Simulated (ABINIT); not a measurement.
Crystal: C.

```
C
1.0
     4.25517    0.00000    0.00000
     0.00000    4.25517    0.00000
     0.00000    0.00000    1.28229
C
1
Direct
  0.50000 0.50000 0.50000
```

The cell was built by a generator and needn't be a form met in nature.

| Quantity | Value |
| --- | --- |
| Program | ABINIT 10.8.3 (patched build) |
| Task | single point |
| Functional | PBE |
| Potentials or basis | JTH PAW PBE v2.0 |
| Cutoff | 517 eV |
| k mesh | 6 × 6 × 20 |
| Occupations | fermi-dirac, width 0.05 eV |
| Spin | no spin polarisation |

On this cell: pressure -0.3 GPa; band gap on the k mesh none (metal or under the smearing width).

The same run follows on a disturbed copy (cell strained at random at fixed volume):

```
C
1.0
     4.26182   -0.00463   -0.03039
    -0.00463    4.30210    0.01177
    -0.00916    0.00355    1.26640
C
1
Cartesian
  2.1065 2.1495 0.6870
```

Task: What changes?

Result: The energy (extrapolated to zero smearing) moves by +11.8 meV/atom; pressure 3.4 GPa; band gap on the k mesh none (metal or under the smearing width).

Stress tensor (GPa, compression positive):
```
-0.71  0.00 -0.08
 0.00 -0.66  0.04
-0.08  0.04 11.63
```

Caveats: the atomic spheres overlap.
